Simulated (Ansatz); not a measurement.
Crystal: Rh.

```
CELL_PARAMETERS angstrom
0.00000 1.89785 1.89785
1.89785 0.00000 1.89785
1.89785 1.89785 0.00000
ATOMIC_POSITIONS crystal
Rh 0.00000 0.00000 0.00000
```

Base run:

* Program: Ansatz 0.2.0
* Functional: PBE
* Potentials or basis: all-electron LAPW, scalar-relativistic
* Cutoff: 278 eV (chosen from the basis error)
* Basis error allowed: 0.001 eV/atom
* k mesh: 12 × 12 × 12
* Occupations: gaussian, width 0.023 eV
* Spin: no spin polarisation

Its results: pressure 7.2 GPa.

The run is repeated on the same cell with these changes: functional from PBE to PBEsol; occupations from gaussian, width 0.023 eV to fermi-dirac, width 0.05 eV. What comes out?

Pressure -3.7 GPa.
